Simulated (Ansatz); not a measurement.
Crystal: Al2O3.

```
CELL_PARAMETERS angstrom
4.61378 0.00000 0.00000
0.00000 9.56328 0.00000
0.00000 0.00000 3.11986
ATOMIC_POSITIONS crystal
Al 0.98298 0.82457 0.00000
Al 0.01702 0.17543 0.00000
Al 0.48297 0.67543 0.50000
Al 0.51702 0.32457 0.50000
O 0.50000 0.50000 0.50000
O 0.12363 0.75305 0.50000
O 0.37637 0.25305 0.00000
O 0.62364 0.74695 0.00000
O 0.00000 0.00000 0.00000
O 0.87636 0.24695 0.50000
```

Measurements of this composition are mostly on another form, of space group No. 167.

A run of Ansatz 0.2.0 on this cell left the log below. Logs are shortened: lines on timing, memory, paths and dates and some standing lists are left out, and cuts for length are marked.

```text
Warning: RAYON_NUM_THREADS=4 ignored (pool sized by the plan → 4); use --threads N
scf.n_extra_bands = 25 over 24 filled bands (N_el = 48.0): the run solves 49 bands
Engine: ansatz 0.2.0, aarch64-unknown-linux-gnu
Pseudopotentials: kind: paw
Pseudopotential: Al, paw, valence charge 3, recommended cutoff 420 eV (normal), Al.paw.azcp
Pseudopotential: O, paw, valence charge 6, recommended cutoff 420 eV (normal), O.paw.azcp
Functional definition: PBE
  parameter kappa = 0.804
  parameter beta = 0.06672455060314922
  exchange = pbe_x(kappa = kappa, mu = beta*pi^2/3)
  correlation = pbe_c(beta = beta)
Crystal: 10 atoms, lattice volume = 137.657 Å³
Basis set: ecut = 420 eV, 2707 PW (Γ), exchange–correlation on 64×128×48 points (8 copies of the dense FFT grid, shifted against one another)
Bands: 49, of which v1, the nominal top of the filled ones, is band 24 counted from 1 (23 counted from 0)
Symmetry: 8 space group operations
Space group: Pnnm (ITA 58), of the structure as read, at distance tolerance 5.2e-5 Å
k-points: 40 of 162
Non-local potential: Al, projectors of the file, l = 0: 2, l = 1: 2, l = 2: 1
[... 21 lines left out ...]
Internal energy: -5568.650004 eV  (E = F + TS)
E sigma→0 (E₀):  -5568.650004 eV
Fermi energy:    4.690024 eV
--- Per-component energies (eV) ---
  E_band       = -187.946511
  E_kinetic    = 1166.438405
  E_local      = -3052.698527  (includes V_loc(G=0)·N_el)
  E_nonlocal   = 327.258597
  E_hartree    = 1146.025465
  E_xc         = -606.605312
  E_vxc        = -686.888339  (∫ρ·V_xc dr)
  E_paw        = -2822.685763  (= ΣΔE_a)
  E_vpaw       = -234.126924  (= ΣTr[D̂ρ^β])
  E_aug_tail   = 0.015087  (compensation charges beyond the density's cutoff)
  E_ewald      = -1726.397955
  E_smearing   = -0.000000  (= −TS)
  E_closure    = -0.000000  (closes the sum)
  Σ components = -5568.650004   (vs F -5568.650004, Δ=0.00e0)
--- Forces (eV/Å), atoms counted from 1 ---
  atom   1  Al    -0.04818878    -0.02692150     0.00000000
  atom   2  Al     0.04818878     0.02692150     0.00000000
  atom   3  Al    -0.04818878     0.02692150     0.00000000
  atom   4  Al     0.04818878    -0.02692150     0.00000000
  atom   5  O      0.00000000     0.00000000     0.00000000
  atom   6  O      0.15351124    -0.11257059     0.00000000
  atom   7  O     -0.15351124    -0.11257059     0.00000000
  atom   8  O      0.15351124     0.11257059     0.00000000
  atom   9  O      0.00000000     0.00000000     0.00000000
  atom  10  O     -0.15351124     0.11257059     0.00000000
  max |Σ_I F_I| component: 2.78e-17 eV/Å
--- Stress (GPa, compression-positive) ---
        1.277716       0.000000       0.000000
        0.000000       1.680996       0.000000
        0.000000       0.000000      -2.932851
  P = ⅓ Tr σ = 0.0086 GPa (0.086 kbar)
--- Band table (eV; the first three rows and the last of 40) ---
  k-point 0: bands = ["-16.0683", "-15.9959", "-14.7553", "-14.7292", "-13.4665", "-13.3541", "-3.8445", "-3.3471", "-1.7734", "-1.3915", "-1.3760", "-1.3451", "-0.7841", "-0.3794", "-0.3771", "-0.1347", "-0.1199", "0.6532", "1.2452", "1.5487", "1.8109", "2.3301", "2.7897", "2.8503", "6.3714", "7.9152", "9.0237", "9.7707", "9.9253", "10.9326", "11.4219", "12.3404", "13.4126", "13.5677", "14.7553", "14.9099", "15.0851", "15.2066", "15.6466", "15.9203", "17.3516", "17.6005", "17.8332", "18.0214", "18.3305", "18.3897", "19.1038", "19.4966", "19.5357"]
  k-point 1: bands = ["-15.9988", "-15.9297", "-14.7499", "-14.7290", "-13.4475", "-13.3365", "-3.7376", "-3.2485", "-1.8434", "-1.6073", "-1.4445", "-1.4311", "-0.7317", "-0.5195", "-0.4944", "-0.4119", "-0.2314", "0.6614", "1.2082", "1.4638", "1.8548", "2.3069", "2.5714", "2.6802", "6.8189", "8.2628", "9.3152", "10.1528", "10.1817", "11.1722", "11.7016", "12.3134", "13.3298", "13.6807", "14.7208", "14.8978", "14.9189", "15.0039", "15.5923", "15.7098", "16.4536", "16.7633", "17.3200", "17.7527", "18.2270", "18.3431", "19.4671", "20.1855", "20.2297"]
  k-point 2: bands = ["-15.8038", "-15.7443", "-14.7526", "-14.7431", "-13.3962", "-13.2937", "-3.4399", "-2.9664", "-2.2768", "-2.1193", "-1.8054", "-1.2557", "-1.2156", "-0.6945", "-0.6579", "-0.5909", "-0.4449", "0.6464", "1.0964", "1.1921", "1.9550", "2.1792", "2.2422", "2.3013", "7.8497", "9.0538", "9.8432", "10.9562", "10.9586", "11.7034", "12.3156", "12.5373", "13.1613", "13.9676", "13.9711", "14.5916", "14.6464", "14.9213", "14.9707", "15.3373", "15.4896", "16.0013", "16.8987", "17.1868", "18.2424", "18.3980", "19.3339", "19.4161", "19.7164"]
  k-point 39: bands = ["-15.0696", "-15.0696", "-15.0597", "-15.0597", "-13.2563", "-13.2563", "-3.8932", "-3.8932", "-3.6087", "-3.6087", "-0.9648", "-0.9648", "-0.8757", "-0.8757", "-0.5065", "-0.5065", "0.5937", "0.5937", "0.8620", "0.8620", "1.7672", "1.7672", "2.1810", "2.1810", "9.9661", "9.9661", "10.9299", "10.9299", "11.1568", "11.1568", "11.5960", "11.5960", "13.0916", "13.0916", "13.7040", "13.7040", "14.9919", "14.9919", "15.2084", "15.2084", "15.4139", "15.4139", "16.4157", "16.4157", "17.4404", "17.4404", "20.1043", "20.1043", "20.8997"]
```

What input gives this log?

Band structure with PBE, no spin polarisation. The files as run (others can give the same):

input.yaml
```yaml
crystal:
  lattice:
    - [4.613777, 0.0, 0.0]
    - [0.0, 9.563279, 0.0]
    - [0.0, 0.0, 3.119862]
  atoms:
    - { symbol: Al, position: [0.982975, 0.824573, 0.0] }
    - { symbol: Al, position: [0.017025, 0.175427, 0.0] }
    - { symbol: Al, position: [0.482975, 0.675427, 0.5] }
    - { symbol: Al, position: [0.517025, 0.324573, 0.5] }
    - { symbol: O, position: [0.5, 0.5, 0.5] }
    - { symbol: O, position: [0.123635, 0.75305, 0.5] }
    - { symbol: O, position: [0.376365, 0.25305, 0.0] }
    - { symbol: O, position: [0.623635, 0.74695, 0.0] }
    - { symbol: O, position: [0.0, 0.0, 0.0] }
    - { symbol: O, position: [0.876365, 0.24695, 0.5] }
hamiltonian:
  xc: pbe
  pseudopotentials: { kind: paw }
kpoints:
  mp_grid: { grid: [6, 3, 9] }
  band_path:
    path:
      - [[0.0, 0.0, 0.0], [0.0, 0.0, 0.5], [0.5, 0.0, 0.5], [0.5, 0.0, 0.0], [0.0, 0.0, 0.0], [0.0, 0.5, 0.0], [0.0, 0.5, 0.5], [0.5, 0.5, 0.5], [0.5, 0.5, 0.0], [0.0, 0.5, 0.0]]
      - [[0.5, 0.0, 0.0], [0.5, 0.5, 0.0]]
      - [[0.0, 0.5, 0.5], [0.0, 0.0, 0.5]]
      - [[0.5, 0.0, 0.5], [0.5, 0.5, 0.5]]
    npoints: 10
scf:
  occupations: { method: fermi_dirac, width: 0.05 }
  n_extra_bands: 25
output:
  forces: true
  stress: true
  eigenvalues: true
  fatbands: false
```

Potentials or basis: Ansatz PAW.
The run is started by
```bash
$ ansatz run input.yaml --threads 4 --pin off --max-ram 11264MiB --backend cpu --events-out ev --progress --plain --runs-dir out
```

Caveat: the pressure holds a Pulay correction of +0.5 GPa for the finite cutoff.
